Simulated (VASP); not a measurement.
# Mg9Si4 (a cell with a defect) in VASP: notebook, part 2 of 2

VASP 6.6.1. The steps go on from the part before.

### 3 Single point, PBE

Input file INCAR:

```
PREC = Accurate
ENCUT = 520
EDIFF = 1E-7
ISMEAR = -1
SIGMA = 0.05
LREAL = F
LASPH = T
NELM = 100
ALGO = Normal
ISIF = 2
LWAVE = F
LCHARG = F
GGA = PE
NBANDS = 29
```

Input file KPOINTS:

```
regular mesh
0
Gamma
  2 2 2
```

Input file POSCAR:

```
Mg9Si4
1.0
    6.3380000000      0.0000000000      0.0000000000
    0.0000000000      6.3380000000      0.0000000000
    0.0000000000      0.0000000000      6.3380000000
Mg Si
9 4
Direct
    0.2434048596      0.2343641527      0.1925213001
    0.7307825813      0.7513884506      0.8011517829
    1.0191385295      0.9338119281      0.3944619754
    0.2240769959      0.1828021458      0.7692016409
    0.7554118018      0.2340012622      0.6985642158
    0.3751341117      0.8118018302      0.1376617229
    0.1227832124      0.6456610918      0.8447301988
    0.6785263490      0.2605396024      0.2601767119
    0.4353581571      0.5302934680      0.5461817608
   -0.0033764595     -0.0267750079      0.0002682234
    0.4929157463      0.4615336068     -0.0699431997
    0.4690596403     -0.0022088987      0.4927579678
   -0.0221363206      0.4937519722      0.4488008836
```

Potentials or basis: VASP PAW PBE potentials, release 64 (Mg, Si).

The run is started by

```sh
$ cat potpaw_PBE.64/Mg/POTCAR potpaw_PBE.64/Si/POTCAR > POTCAR
$ mpirun -np 1 vasp_std > vasp.out
```

It took 59 s on 1 thread of Intel Xeon Platinum 8559C (Emerald Rapids), shared host; peak memory 0.32 GiB.

The run converged. Its results:

```
Free energy            : -32.6042 eV
Pressure               : 7.0 GPa
Largest force          : 1.880 eV/Å
Band gap on the k mesh : none (metal or under the smearing width)
```

Forces in eV/Å, atoms in the order of the input:
```
Mg  -0.298  1.556  0.798
Mg  -0.860  0.632 -0.860
Mg  -0.694 -1.084  1.370
Mg   0.415  0.231 -1.424
Mg   0.379 -0.206  0.935
Mg   0.914 -0.199  0.251
Mg   0.452 -1.476 -0.846
Mg   1.147  0.007 -1.350
Mg  -0.447  0.604 -1.487
Si  -1.128  0.785  0.493
Si  -0.323 -0.258  1.431
Si  -0.072 -0.788  0.156
Si   0.515  0.197  0.534
```

Stress tensor (GPa, compression positive):
```
 6.58  1.20 -1.08
 1.20  5.34  0.82
-1.08  0.82  9.16
```

Levels at points of the mesh, in eV from the Fermi level:
```tsv
k point	band 13	band 14	band 15	band 16	band 17	band 18	band 19	band 20
(0.00, 0.00, 0.00)	-2.30	-1.96	-1.51	-1.20	-0.95	-0.79	-0.59	-0.40
(0.50, 0.00, 0.00)	-2.17	-2.13	-1.81	-1.60	-0.05	0.23	0.25	0.76
(0.00, 0.50, 0.00)	-2.24	-2.07	-1.76	-1.62	-0.12	0.18	0.52	0.69
(0.00, 0.00, 0.50)	-2.29	-2.18	-1.81	-1.58	-0.18	0.11	0.41	0.74
(0.50, 0.50, 0.00)	-1.84	-1.69	-1.27	-0.98	0.18	0.58	0.70	0.98
(0.00, 0.50, 0.50)	-1.74	-1.68	-1.35	-1.14	0.16	0.46	0.55	0.74
(0.50, 0.00, 0.50)	-1.87	-1.53	-1.33	-1.11	0.13	0.43	0.61	1.10
(0.50, 0.50, 0.50)	-1.38	-1.22	-1.00	-0.74	0.14	0.21	0.32	0.89
```

Caveat: the k mesh is coarse (spacing up to 0.50 Å⁻¹), so the values aren't converged.

### 4 Molecular dynamics, PBE

Input file INCAR:

```
PREC = Accurate ; ENCUT = 520
EDIFF = 1E-5 ; ISMEAR = -1
SIGMA = 0.05 ; LREAL = False
LASPH = True ; NELM = 100
ALGO = Fast ; ISIF = 2
LWAVE = False ; LCHARG = True
GGA = PE ; IBRION = 0
NSW = 40 ; POTIM = 2.0
TEBEG = 1260.0 ; TEEND = 1260.0
ISYM = 0 ; NELMIN = 4
RANDOM_SEED = 320760 0 0 ; MDALGO = 2
SMASS = 0
```

Input file KPOINTS:

```
Automatic mesh
0
Gamma
  2 2 2
```

Input file POSCAR:

```
Mg9Si4
1.0
    6.3380000000      0.0000000000      0.0000000000
    0.0000000000      6.3380000000      0.0000000000
    0.0000000000      0.0000000000      6.3380000000
Mg Si
9 4
Direct
    0.2972508300      0.2694020600      0.1750873100
    0.5128878800      0.9160838800      0.8833195100
    0.8621155600      0.7705508500      0.3083814400
    0.2322708400      0.2013129300      0.6553167100
    0.7817525600      0.2178860200      0.6729417600
    0.3389972200      0.7509406500      0.2370082400
   -0.0355915000      0.5826176000      0.8800280600
    0.7767988600      0.2639325100      0.2129778100
    0.4680678000      0.5616511900      0.5872173200
    0.0632739500     -0.0093219600     -0.0174200700
    0.5711216800      0.5152706300     -0.0267154500
    0.5545880600     -0.0307735000      0.4719942200
    0.0504478500      0.4946157100      0.4720493600
```

Potentials or basis: VASP PAW PBE potentials, release 64 (Mg, Si).

The run is started by

```sh
$ cat potpaw_PBE.64/Mg/POTCAR potpaw_PBE.64/Si/POTCAR > POTCAR
$ mpirun -np 1 vasp_std > vasp.out
```

OUTCAR:

```text
PREC = Accurate
   ENCUT = 520
   EDIFF = 1E-5
   ISMEAR = -1
   LREAL = False
   LASPH = True
   NELM = 100
   ISIF = 2
   GGA = PE
   IBRION = 0
   NSW = 40
   POTIM = 2.0
   TEBEG = 1260.0
   ISYM = 0
   NELMIN = 4

 ion  position               nearest neighbor table
   1  0.297  0.269  0.175-  10 2.61  11 2.66  13 2.83   8 3.05   6 3.09   4 3.10  12 3.13   2 3.21
                             8 3.31   6 3.32   4 3.35   9 3.38   7 3.45
   2  0.513  0.916  0.883-  11 2.63  12 2.64   6 2.71   5 2.89   4 2.92   9 2.94  10 2.96   1 3.21
                             8 3.47   7 3.56   3 3.61
   3  0.862  0.771  0.308-  13 2.36  12 2.54  10 2.80   7 3.03   6 3.06   8 3.23  11 3.25   8 3.31
                             9 3.33   6 3.35   2 3.61
   4  0.232  0.201  0.655-  13 2.48  10 2.69   9 2.76  12 2.77   5 2.86   2 2.92   1 3.10   7 3.28
                             1 3.35   5 3.49
[... 345 lines left out ...]

------------------------ aborting loop because EDIFF is reached ----------------------------------------
[... 109 lines left out ...]
--------------------------------------- Ionic step       40  -------------------------------------------

 number of electron      34.0000000 magnetization

 Free energy of the ion-electron system (eV)
  ---------------------------------------------------
  ext. energy  EPLUGINS =         0.00000000
  ---------------------------------------------------
  free energy    TOTEN  =       -32.19399694 eV

  energy without entropy =      -32.15580721  energy(sigma->0) =      -32.17490207

 E-fermi :   4.5512     XC(G=0):  -9.1329

 val. band max:        4.5210072755   @ k =   0.0000   0.0000   0.0000
 cond. band min:       4.5807157037   @ k =   0.5000   0.5000   0.5000
 fundamental gap:      0.0597084282
 Fermi energy:         4.5511873440

 k-point     1 :       0.0000    0.0000    0.0000
  band No.  band energies     occupation
      1      -5.3448      2.00000
      2      -3.4638      2.00000
      3      -3.2668      2.00000
      4      -2.8683      2.00000
      5      -0.8523      2.00000
      6      -0.4738      2.00000
[... 251 lines left out ...]
  ENERGY OF THE ELECTRON-ION-THERMOSTAT SYSTEM (eV)
  ---------------------------------------------------
% ion-electron   TOTEN  =       -32.193997  see above
  kinetic energy EKIN   =         2.329800
  kin. lattice  EKIN_LAT=         0.000000  (temperature 1502.00 K)
  nose potential ES     =        -1.842394
  nose kinetic   EPS    =         0.035462
  ---------------------------------------------------
  total energy   ETOTAL =       -31.671130 eV
```

Wall time 11 min (1 thread of Intel Xeon Platinum 8559C (Emerald Rapids), shared host); peak memory 0.4 GiB.

The path:
| step | potential energy change (eV) | largest force (eV/Å) | pressure (GPa) | volume (Å³) | temperature (K) |
| --- | --- | --- | --- | --- | --- |
| 1 | 0.0000 | 1.7094 | 6.00 | 254.60 | 1257 |
| 2 | 0.0264 | 1.7510 | 5.99 | 254.60 | 1243 |
| 3 | 0.0605 | 1.8743 | 5.99 | 254.60 | 1222 |
| 4 | 0.0980 | 1.9690 | 6.00 | 254.60 | 1199 |
| 5 | 0.1360 | 2.0320 | 6.02 | 254.60 | 1177 |
| 6 | 0.1725 | 2.0612 | 6.04 | 254.60 | 1158 |
| 7 | 0.2070 | 2.0571 | 6.06 | 254.60 | 1142 |
| 8 | 0.2402 | 2.0212 | 6.09 | 254.60 | 1130 |
| 9 | 0.2740 | 1.9564 | 6.12 | 254.60 | 1120 |
| 10 | 0.3109 | 1.8659 | 6.16 | 254.60 | 1111 |
| 11 | 0.3532 | 1.8578 | 6.21 | 254.60 | 1101 |
| 12 | 0.4031 | 2.0896 | 6.28 | 254.60 | 1090 |
| 13 | 0.4614 | 2.3379 | 6.36 | 254.60 | 1077 |
| 14 | 0.5273 | 2.5794 | 6.45 | 254.60 | 1062 |
| 15 | 0.5985 | 2.7877 | 6.54 | 254.60 | 1048 |
| 16 | 0.6709 | 2.9348 | 6.64 | 254.60 | 1037 |
| 17 | 0.7402 | 2.9962 | 6.74 | 254.60 | 1032 |
| 18 | 0.8021 | 2.9530 | 6.82 | 254.60 | 1036 |
| 19 | 0.8537 | 2.7951 | 6.88 | 254.60 | 1052 |
| 20 | 0.8945 | 2.5223 | 6.93 | 254.60 | 1080 |
| 21 | 0.9260 | 2.5727 | 6.96 | 254.60 | 1120 |
| 22 | 0.9517 | 2.6385 | 6.99 | 254.60 | 1168 |
| 23 | 0.9761 | 2.6532 | 7.01 | 254.60 | 1223 |
| 24 | 1.0029 | 2.6121 | 7.04 | 254.60 | 1280 |
| 25 | 1.0349 | 2.5510 | 7.06 | 254.60 | 1336 |
| 26 | 1.0728 | 2.6270 | 7.09 | 254.60 | 1390 |
| 27 | 1.1159 | 2.6627 | 7.13 | 254.60 | 1440 |
| 28 | 1.1621 | 2.6534 | 7.17 | 254.60 | 1486 |
| 29 | 1.2085 | 2.5954 | 7.21 | 254.60 | 1526 |
| 30 | 1.2520 | 2.6666 | 7.25 | 254.60 | 1562 |
| 31 | 1.2900 | 2.9104 | 7.29 | 254.60 | 1594 |
| 32 | 1.3213 | 3.0541 | 7.33 | 254.60 | 1620 |
| 33 | 1.3463 | 3.0993 | 7.36 | 254.60 | 1639 |
| 34 | 1.3670 | 3.0558 | 7.39 | 254.60 | 1649 |
| 35 | 1.3857 | 2.9389 | 7.41 | 254.60 | 1647 |
| 36 | 1.4043 | 2.8583 | 7.43 | 254.60 | 1633 |
| 37 | 1.4223 | 2.7377 | 7.44 | 254.60 | 1607 |
| 38 | 1.4367 | 2.5822 | 7.43 | 254.60 | 1574 |
| 39 | 1.4421 | 2.5203 | 7.39 | 254.60 | 1536 |
| 40 | 1.4316 | 2.7996 | 7.32 | 254.60 | 1502 |

Caveat: the k mesh is coarse (spacing up to 0.50 Å⁻¹), so the values aren't converged.
